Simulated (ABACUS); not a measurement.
**GaP in ABACUS: the effect of functional**

Crystal: GaP.

```
Ga P
1.0
     0.00000    2.72525    2.72525
     2.72525    0.00000    2.72525
     2.72525    2.72525    0.00000
Ga P
1 1
Direct
  0.00000 0.00000 0.00000
  0.25000 0.25000 0.25000
```

Alike in all runs:

- Program: ABACUS 3.10.1
- Task: single point
- Potentials or basis: SG15 ONCV 1.2 PBE
- Cutoff: 1361 eV
- Density cutoff: 5442 eV
- Basis: DZP LCAO (the cutoffs set its grid)
- k mesh: 8 × 8 × 8
- Occupations: fermi-dirac, width 0.05 eV
- Spin: no spin polarisation

```csv
functional,gap on the mesh (eV),pressure (GPa)
LDA,?,?
PBE,1.66,4.1
PBEsol,1.52,1.5
AM05,1.58,1.7
PW91,1.66,3.9
TPSS,1.71,3.9
r2SCAN,1.87,0.5
```

Problem. What does the run with functional LDA give?

Solution. gap on the mesh 1.45 eV; pressure -0.6 GPa.

Caveats: the atomic orbitals were generated for these runs and aren't a published set; the basis of atomic orbitals isn't converged, which shifts pressures, moduli and gaps; the potentials were made for another functional, which shifts forces and pressure (some runs).

A k mesh can miss the band edges.
